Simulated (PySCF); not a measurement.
Species: C5H5N.
Atom-mapped SMILES: `[cH:1]1[cH:2][cH:3][n:4][cH:5][cH:6]1` (hydrogens: H7 on C1; H8 on C2; H9 on C3; H10 on C5; H11 on C6)

Computed by this run: PySCF, B3LYP/def2-SVP geometry optimisation, gas phase; density fitting, grid level 1; the optimiser is geomeTRIC in internal coordinates, started from a GFN2-xTB structure.

Step 0: E = -6751.2442 eV
```
atom  x, y, z in Å  |  force x, y, z in eV/Å
C1      0.0722    1.1856   -0.0233    0.004   0.148  -0.001
C2      1.2195    0.4086    0.0031    0.103   0.100  -0.002
C3      1.0771   -0.9707    0.0253    0.232  -0.089   0.007
N4     -0.0950   -1.5813    0.0242   -0.050  -0.752   0.015
C5     -1.1852   -0.8345    0.0007   -0.246  -0.056  -0.002
C6     -1.1604    0.5520   -0.0243   -0.092   0.112  -0.004
H7      0.1373    2.2644   -0.0424    0.028   0.458  -0.007
H8      2.1999    0.8597    0.0067    0.454   0.196  -0.002
H9      1.9415   -1.6217    0.0453    0.517  -0.214   0.009
H10    -2.1220   -1.3770    0.0023   -0.531  -0.148  -0.004
H11    -2.0795    1.1176   -0.0435   -0.421   0.245  -0.009
```

Task: Estimate the geometry and energy of step 1. (The exact step hangs on the optimiser's Hessian estimate; all steps are aligned on step 0, rigid shifts and turns removed.)

Result: E = -6751.2896 eV, largest force 0.080 eV/Å
```
atom  x, y, z in Å  |  force x, y, z in eV/Å
C1      0.0726    1.1934   -0.0230    0.004   0.068  -0.002
C2      1.2268    0.4090    0.0027    0.073   0.032   0.001
C3      1.0858   -0.9821    0.0262    0.047  -0.022   0.000
N4     -0.0964   -1.6019    0.0254   -0.004  -0.057   0.002
C5     -1.1953   -0.8446    0.0005   -0.050  -0.015   0.000
C6     -1.1676    0.5534   -0.0241   -0.069   0.040  -0.001
H7      0.1386    2.2852   -0.0417   -0.001  -0.020   0.000
H8      2.2213    0.8633    0.0046   -0.021  -0.011   0.000
H9      1.9767   -1.6228    0.0466   -0.025   0.000   0.000
H10    -2.1568   -1.3738    0.0003    0.025  -0.002   0.000
H11    -2.1003    1.1236   -0.0435    0.020  -0.013   0.000
```

The energy changes by -0.0454 eV. The first-order estimate −F·Δx gives -0.0911 eV and the mean of the old and new forces, exact on a quadratic surface, -0.0460 eV. The step makes an angle of 25° with the force vector and moves no atom by more than 0.035 Å.

What follows is the cost of the whole optimisation. Hardware: one thread of an Arm Neoverse V1, no GPU, on a shared host. Cost: 16 s of wall time, 0.53 GiB resident at most.
